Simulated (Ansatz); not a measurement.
Relaxed ZrO$_{2}$ (fluorite):

```yaml
crystal:
  lattice:
    - [0.00000, 5.11587, 5.11587]
    - [2.55794, 2.55794, 5.11587]
    - [2.55794, 2.55794, 0.00000]
  atoms:
    - { symbol: Zr, position: [0.00000, 0.00000, 0.00000] }
    - { symbol: Zr, position: [0.50000, 0.00000, 0.00000] }
    - { symbol: O, position: [0.00000, 0.25000, 0.25000] }
    - { symbol: O, position: [0.50000, 0.25000, 0.25000] }
    - { symbol: O, position: [0.00000, 0.75000, 0.75000] }
    - { symbol: O, position: [0.50000, 0.75000, 0.75000] }
```

The atoms are displaced by Q × the pattern below (from a DFPT mode at X = (0.5, 0.5, 0.0), largest move 1; Q in Å), at fixed cell. (q is in reciprocal vectors of the primitive cell; the cell shown is doubled to hold the pattern.)

```csv
atom,x,y,z
O3,0.000,0.000,1.000
O4,0.000,0.000,-1.000
O5,0.000,0.000,1.000
O6,0.000,0.000,-1.000
```

Atoms not listed stay in place.

Level of theory: PBE (plane waves to 420 eV, PAW, scalar-relativistic; Ansatz, a quantum-chemistry and plane-wave program). k mesh 11×11×11 (Γ-centred), Fermi-Dirac smearing 0.05 eV. The energy includes the smearing's −TS. Compression counts positive. This is a high-temperature form of ZrO2. ZrO2 is run without spin polarisation. ZrO2 was relaxed with its symmetry unable to fall. The zero of ΔE is the undisplaced structure.

| Q (Å) | ΔE (eV/cell) | −dE/dQ from forces (eV/Å) | P (GPa) |
|---|---|---|---|
| -0.440 | 0.348 | 5.481 | 17.5 |
| -0.367 | 0.036 | 3.088 | 12.0 |
| -0.293 | -0.115 | 1.104 | 7.5 |
| -0.220 | -0.141 | -0.277 | 4.2 |
| -0.147 | -0.093 | -0.900 | 1.8 |
| -0.073 | -0.029 | -0.729 | 0.4 |
| 0.000 | 0.000 | 0.000 | 0.0 |
| 0.073 | -0.029 | 0.729 | 0.4 |
| 0.147 | -0.093 | 0.900 | 1.8 |
| 0.220 | -0.141 | 0.277 | 4.2 |
| 0.293 | -0.115 | -1.104 | 7.5 |
| 0.367 | 0.036 | -3.088 | 12.0 |
| 0.440 | 0.348 | -5.481 | 17.5 |

Summary:

The energy at Q = 0.440 Å is 348 meV/cell. The position of the deepest minimum (fit) is 0.24 Å from zero and the depth of the well (fit) is 144 meV/cell, cell held fixed. Space group of the distorted cell: P4_2/nmc (No. 137), lowered from Fm-3m. Symmetry of the curve: even: the same for both signs. Shape of the curve: a double well: the undisplaced structure is a maximum between two minima. Harmonic wavenumber from the curvature (finite differences): 218i cm⁻¹. Wavenumber by perturbation theory (DFPT, on another k mesh): 220i cm⁻¹.

The 13 points together took about 3 core-minutes (a rough figure).

(For displaced atoms, the force is minus the slope of the energy, and its curvature is a force constant, which sets phonon frequencies.)
